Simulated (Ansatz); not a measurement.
KI: two-dimensional strain map

All numbers below come from DFT PBE, scalar-relativistic, plane waves, PAW (Ansatz 0.2.0). Settings: plane waves to 420 eV, k-mesh 6×6×6 (Γ-centred), Gaussian smearing 0.05 eV. No spin polarisation. Energies are free energies at this smearing, counted from the undisturbed cell; pressure is positive in compression.

Reference structure (as given, not relaxed at this level; it stands at 0.7 GPa):

```yaml
crystal:
  lattice:
    - [0.00000, 3.52455, 3.52455]
    - [3.52455, 0.00000, 3.52455]
    - [3.52455, 3.52455, 0.00000]
  atoms:
    - { symbol: K, position: [0.00000, 0.00000, 0.00000] }
    - { symbol: I, position: [0.50000, 0.50000, 0.50000] }
```

The cell is strained by p along both x and y and by q along z, fractional coordinates fixed. Points are written (p, q).

Energy above the undisturbed cell in meV/atom (a dash: not computed):

```
 p \ q  -0.080  -0.040  0.000  0.040  0.080
-0.080   187.3   140.9      ?  110.8  111.6
-0.040    96.0    52.7   33.5   28.7   32.2
 0.000    55.7    15.9    0.0   -1.6    5.0
 0.040       ?    10.8   -1.5    0.4   10.2
 0.080    57.3    24.8   16.2      ?      ?
```

(1) Fill in the withheld energies.

Results:

(1) (-0.080, 0.000): 118.5; (0.040, -0.080): 47.0; (0.080, 0.040): 21.6; (0.080, 0.080): 34.7.